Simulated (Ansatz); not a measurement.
The system is Al.

```
Al
1.0
     2.81246    0.00000    0.00000
    -1.40623    2.43566    0.00000
     0.00000    0.00000    4.86685
Al
2
Direct
  0.33333 0.66667 0.25000
  0.66667 0.33333 0.75000
```

This isn't the form of Al at room conditions, which is fcc.

Base run:

| Property | Result |
| --- | --- |
| Program | Ansatz 0.2.0 |
| Functional | PBEsol |
| Potentials or basis | all-electron LAPW, scalar-relativistic |
| Cutoff | 138 eV |
| Density cutoff | 553 eV |
| Basis error allowed | 0.001 eV/atom |
| k mesh | 11 × 11 × 6 |
| Occupations | fermi-dirac, width 0.05 eV |
| Spin | no spin polarisation |

Its results: pressure -1.3 GPa.

The run is repeated on the same cell with these changes: functional from PBEsol to LDA. What comes out?

Pressure -3.0 GPa.

LDA binds more tightly than PBEsol, so the same cell stands under less pressure.

Not every run made on this cell is shown here.
